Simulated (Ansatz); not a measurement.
The system is CuO.

```
Cu O
1.0
     2.34185   -1.71130    0.00000
    -1.49182   -1.71130   -5.05787
     2.34185    5.13390    0.00000
Cu O
4 4
Cartesian
  0.0059 -0.6953 -4.8382
  3.1860 2.4066 -0.2196
  1.5778 2.0647 -2.6395
  1.6140 -0.3534 -2.4183
  -0.0539 -1.8744 -3.5775
  1.3289 1.3158 -4.0093
  0.1793 -0.6038 -1.7610
  2.5875 -0.5489 -0.7679
```

Base run:

* Program: Ansatz 0.2.0
* Functional: PBEsol
* Potentials or basis: Ansatz PAW
* Cutoff: 420 eV
* Density cutoff: 1680 eV
* k mesh: 9 × 5 × 5
* Occupations: fermi-dirac, width 0.05 eV
* Spin: no spin polarisation
* Hubbard terms: Cu d U = 5.3 eV

Its results: band gap on the k mesh none (metal or under the smearing width); pressure 50.0 GPa; largest force 16.525 eV/Å.

Task: The run is repeated on the same cell with these changes: hubbard terms from Cu d U = 5.3 eV to none; hubbard projectors from ortho-atomic (the default) to none. What comes out?

Result: Band gap on the k mesh none (metal or under the smearing width); pressure 46.9 GPa; largest force 15.618 eV/Å.

Caveats: a pressure of tens of GPa on the cell as given is suspect, and the run, the potentials or the cell itself is likely at fault; the run has no spin polarisation, though such a crystal can be magnetic; the PAW data sets come from PBE, with cores solved anew for the run's functional, which leaves a small shift of forces and pressure; forces of over 1 eV/Å show positions far from the minimum, so gaps and moduli don't describe the material at rest; U without spin polarisation on a metal has little footing (some runs); semilocal functionals often make such compounds metallic where correlation or magnetic order opens a gap, which also shifts bond lengths (some runs).

Not every run made on this cell is shown here.
